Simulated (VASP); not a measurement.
# Be8Te7 (a cell with a defect) in VASP: further runs, part 2 of 2

VASP 6.6.1. The steps go on from the part before.

## 4. Single point, LDA

The input, INCAR:

```
SYSTEM = Be8Te7
PREC = Accurate
ENCUT = 520
EDIFF = 1E-7
ISMEAR = 1
SIGMA = 0.0951
LREAL = .FALSE.
LASPH = .TRUE.
NELM = 100
ALGO = Normal
ISIF = 2
LWAVE = .FALSE.
LCHARG = .TRUE.
GGA = CA
LELF = .TRUE.
LVHAR = .TRUE.
NBANDS = 42
```

The input, KPOINTS:

```
Automatic mesh
0
G
  2 2 2
  0 0 0
```

The input, POSCAR:

```
Be8Te7
1.0
    0.0000000000      5.5863817200      5.5863817200
    5.5863817200      0.0000000000      5.5863817200
    5.5863817200      5.5863817200      0.0000000000
Be Te
8 7
Direct
    0.0015616548     -0.0012290603     -0.0001611061
   -0.0004535136     -0.0009531214      0.5007481837
   -0.0006386066      0.4996651929      0.0004416991
   -0.0003421714      0.4997401968      0.5004517486
    0.4992487338     -0.0003098607      0.0000501219
    0.4990093122     -0.0011511029      0.5022027925
    0.5000805781      0.4980654992      0.0010090610
    0.4992385304      0.4999758592      0.5003501623
    0.1243413062      0.1246753328      0.1258016432
    0.1244244548      0.1246723792      0.6252432567
    0.1248053812      0.6240489237      0.1255747522
    0.1244477257      0.6244645774      0.6256497811
    0.6245033324      0.6245801263      0.1254932146
    0.6246122580      0.1249636231      0.6251718330
    0.6247379207      0.6240600222      0.6256820023
```

Potentials or basis: VASP PAW LDA potentials, release 64 (Be, Te).

Run with:

```bash
$ cat potpaw_LDA.64/Be/POTCAR potpaw_LDA.64/Te/POTCAR > POTCAR
$ mpirun -np 1 vasp_std > vasp.out
```

OUTCAR:

```text
SYSTEM = Be8Te7
   PREC = Accurate
   ENCUT = 520
   EDIFF = 1E-7
   ISMEAR = 1
   LREAL = .FALSE.
   LASPH = .TRUE.
   NELM = 100
   ISIF = 2
   GGA = CA

 ion  position               nearest neighbor table
   1  0.002  0.999  1.000-  10 2.42   9 2.42  11 2.42
   2  1.000  0.999  0.501-  12 2.42  14 2.42   9 2.42  10 2.42
   3  0.999  0.500  0.000-  12 2.42  13 2.42  11 2.42   9 2.42
   4  1.000  0.500  0.500-  12 2.42  11 2.42  15 2.42  10 2.42
   5  0.499  1.000  0.000-  14 2.42   9 2.42  13 2.42
   6  0.499  0.999  0.502-  10 2.42  14 2.42  15 2.42
   7  0.500  0.498  0.001-  11 2.42  15 2.42  13 2.42
   8  0.499  0.500  0.500-  12 2.42  13 2.42  15 2.42  14 2.42
   9  0.124  0.125  0.126-   1 2.42   5 2.42   2 2.42   3 2.42
  10  0.124  0.125  0.625-   6 2.42   1 2.42   2 2.42   4 2.42
  11  0.125  0.624  0.126-   1 2.42   4 2.42   3 2.42   7 2.42
  12  0.124  0.624  0.626-   2 2.42   4 2.42   8 2.42   3 2.42
  13  0.625  0.625  0.125-   8 2.42   3 2.42   5 2.42   7 2.42
  14  0.625  0.125  0.625-   6 2.42   5 2.42   2 2.42   8 2.42
  15  0.625  0.624  0.626-   6 2.42   8 2.42   4 2.42   7 2.42

  LATTYP: Found a face centered cubic cell.
 ALAT       =    11.1727634400

  Lattice vectors:

 A1 = (   0.0000000000,   5.5863817200,   5.5863817200)
 A2 = (   5.5863817200,   0.0000000000,   5.5863817200)
 A3 = (   5.5863817200,   5.5863817200,   0.0000000000)

Analysis of symmetry for initial positions (statically):
=====================================================================
 Subroutine PRICEL returns:
 Original cell was already a primitive cell.

 Routine SETGRP: Setting up the symmetry group for a
 face centered cubic supercell.

 Subroutine GETGRP returns: Found  1 space group operations
 (whereof  1 operations were pure point group operations)
 out of a pool of 48 trial point group operations.

The static configuration has the point symmetry C_1 .

Analysis of symmetry for dynamics (positions and initial velocities):
[... 157 lines left out ...]
   NGX = 29   NGY = 29   NGZ = 29

 number of electron      57.9999996 magnetization

 Free energy of the ion-electron system (eV)
  ---------------------------------------------------
  ext. energy  EPLUGINS =         0.00000000
  ---------------------------------------------------
  free energy    TOTEN  =       -60.62305383 eV

  energy without entropy =      -60.62513181  energy(sigma->0) =      -60.62374649

 E-fermi :   5.3850     XC(G=0):  -8.9593

 val. band max:        5.3054204944   @ k =   0.5000   0.0000   0.5000
 cond. band min:       5.6860916696   @ k =   0.5000   0.0000   0.5000
 fundamental gap:      0.3806711752
 Fermi energy:         5.3849914684

 k-point     1 :       0.0000    0.0000    0.0000
  band No.  band energies     occupation
      1      -8.0775      2.00000
      2      -6.8442      2.00000
      3      -6.8439      2.00000
      4      -6.8438      2.00000
      5      -6.5586      2.00000
      6      -6.3389      2.00000
[... 341 lines left out ...]
     40       9.6128      0.00000
     41       9.7708      0.00000
 [bands above 41 left out]

------------------------ aborting loop because EDIFF is reached ----------------------------------------

  FORCE on cell =-STRESS in cart. coord.  units (eV):
  Direction    XX          YY          ZZ          XY          YZ          ZX
  --------------------------------------------------------------------------------------
  -------------------------------------------------------------------------------------
  Total       -4.6710781     -4.6689153     -4.6722290      0.0181100      0.0238147     -0.0527867
  in kB      -21.4637643    -21.4538262    -21.4690530      0.0832160      0.1094292     -0.2425568
  external PRESSURE =     -21.4622145 kB  Pullay stress =       0.0000000 kB

 VOLUME and BASIS-vectors are now :
 -----------------------------------------------------------------------------
  energy-cutoff  :      520.00
  volume of cell :      348.68
      direct lattice vectors                 reciprocal lattice vectors
     0.000000000  5.586381720  5.586381720    -0.089503372  0.089503372  0.089503372
     5.586381720  0.000000000  5.586381720     0.089503372 -0.089503372  0.089503372
     5.586381720  5.586381720  0.000000000     0.089503372  0.089503372 -0.089503372

 POSITION                                       TOTAL-FORCE (eV/Angst)
 -----------------------------------------------------------------------------------
     11.16500      5.59421      5.58824         0.012714     -0.011782     -0.010797
      8.37843      8.38122     11.16491         0.000797     -0.000981      0.002561
      2.79379      5.58528      8.37413        -0.001755      0.000606      0.002370
      5.58745      8.38018      8.37621        -0.000008      0.002462     -0.002659
      5.58493      2.78927      8.37364         0.007123      0.010659      0.004548
      8.38545      5.59315      8.36761        -0.010757     -0.010446      0.012398
      2.78802      2.79928      5.57603        -0.002680      0.001977     -0.001169
      5.58820      5.58408      5.58199        -0.000445      0.001815     -0.002989
      1.39926      1.39739      1.39110         0.001157     -0.000430      0.004269
      4.18931      4.18793      1.39155         0.001515     -0.004782     -0.000789
      4.18768      1.39872      4.18339        -0.002519      0.002399     -0.004947
      6.98362      4.19033      4.18371        -0.001703      0.001006      0.000730
      4.19020      4.18977      6.97786        -0.002796      0.002449     -0.002502
      4.19054      6.98177      4.18742         0.002011      0.003854      0.000978
      6.98154      6.98532      6.97626        -0.002655      0.001196     -0.002004
 -----------------------------------------------------------------------------------
    total drift:                                0.000003      0.000006     -0.000154

  FREE ENERGIE OF THE ION-ELECTRON SYSTEM (eV)
  ---------------------------------------------------
  free  energy   TOTEN  =       -60.6230538253 eV

  energy  without entropy=      -60.6251318090  energy(sigma->0) =      -60.62374649
```

stdout:

```text
POSCAR found type information on POSCAR BeTe
 POSCAR found :  2 types and      15 ions
 scaLAPACK will be used
 LDA part: xc-table for (Slater(with rela. corr.)+CA(PZ))
 , standard interpolation
 POSCAR, INCAR and KPOINTS ok, starting setup
 FFT: planning ... GRIDC
 FFT: planning ... GRID_SOFT
 FFT: planning ... GRID
 WAVECAR not read
 entering main loop
```

Run time: 81 s. Hardware: 1 thread of Intel Xeon 6975P-C (Granite Rapids), shared host; peak memory 0.41 GiB.

Results:

```
Free energy            : -60.6231 eV
Pressure               : -2.1 GPa
Largest force          : 0.020 eV/Å
Band gap on the k mesh : 0.38 eV, direct
```

Forces on the atoms (eV/Å):
```
Be   0.013 -0.012 -0.011
Be   0.001 -0.001  0.003
Be  -0.002  0.001  0.002
Be   0.000  0.002 -0.003
Be   0.007  0.011  0.005
Be  -0.011 -0.010  0.012
Be  -0.003  0.002 -0.001
Be   0.000  0.002 -0.003
Te   0.001  0.000  0.004
Te   0.002 -0.005 -0.001
Te  -0.003  0.002 -0.005
Te  -0.002  0.001  0.001
Te  -0.003  0.002 -0.003
Te   0.002  0.004  0.001
Te  -0.003  0.001 -0.002
```

Caveat: the k mesh is coarse (spacing up to 0.49 Å⁻¹), so the values aren't converged; spin-orbit coupling is left out, which moves the levels of the heavy elements.
